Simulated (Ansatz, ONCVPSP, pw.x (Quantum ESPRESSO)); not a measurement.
**Which Si potential is closest to all-electron in the fcc crystal?**

All use PBE, scalar-relativistic, no spin, cutoffs from each file’s atomic test, pw.x 7.5; 15³ k-points, Fermi–Dirac smearing 0.01 Ry. Δ is the rms difference from all-electron LAPW of the E(V) curves that follow from fits to the pressures, over ±6 % in volume. Mesh and smearing are coarse and serve the comparison alone. The files are a selection: those with a ghost or negative overlap were mostly not run, and those with noisy or unconverged pressures or nearly equal Δ are left out.

All-electron: a0 = 3.869 Å (V0 = 14.48 Å³/atom), B0 = 82.7 GPa.

(1) Rank them by Δ, smallest first.
A. optimised norm-conserving Vanderbilt (ONCV), ONCVPSP 4.0.1.1 (patched build), PBE; core [Ne], reference 3s2 3p2; waves: 3s: rc 1.75 bohr, ncon 5, nbas 9, qcut 4.2 1/bohr, 2 projectors, debl 2.2 Ha; 3p: rc 2.30 bohr, ncon 4, nbas 7, qcut 3.3 1/bohr, 1 projector; local part: polynomial inside 1.20 bohr (lpopt 5, dvloc0 0 Ha); core correction: Teter function, fcfact 6, rcfact 1.7.
B. optimised norm-conserving Vanderbilt (ONCV), ONCVPSP 4.0.1.1 (patched build), PBE; core [Ne], reference 3s2 3p2; waves: 3s: rc 1.95 bohr, ncon 4, nbas 8, qcut 4.3 1/bohr, 3 projectors, debl 0.6 Ha; 3p: rc 1.75 bohr, ncon 4, nbas 9, qcut 4.6 1/bohr, 2 projectors, debl 2.5 Ha; d scattering state at 0.02 Ha: rc 2.10 bohr, ncon 4, nbas 8, qcut 4.4 1/bohr, 2 projectors, debl 1.6 Ha; local part: polynomial inside 1.40 bohr (lpopt 3, dvloc0 2 Ha); core correction: Teter function, fcfact 3, rcfact 1.05.
C. optimised norm-conserving Vanderbilt (ONCV), ONCVPSP 4.0.1.1 (patched build), PBE; core [Ne], reference 3s1.75 3p2.25; waves: 3s: rc 2.00 bohr, ncon 4, nbas 9, qcut 2.7 1/bohr, 2 projectors, debl 1.8 Ha; 3p: rc 1.70 bohr, ncon 4, nbas 9, qcut 4.4 1/bohr, 2 projectors, debl 1.6 Ha; d scattering state at 0.05 Ha: rc 2.10 bohr, ncon 3, nbas 6, qcut 5.4 1/bohr, 2 projectors, debl 3.1 Ha; local part: polynomial inside 1.60 bohr (lpopt 5, dvloc0 6 Ha); core correction: Teter function, fcfact 2.25, rcfact 1.15.

Answers

(1) B (1.6 meV/atom), C (2.6 meV/atom), A (5.0 meV/atom).
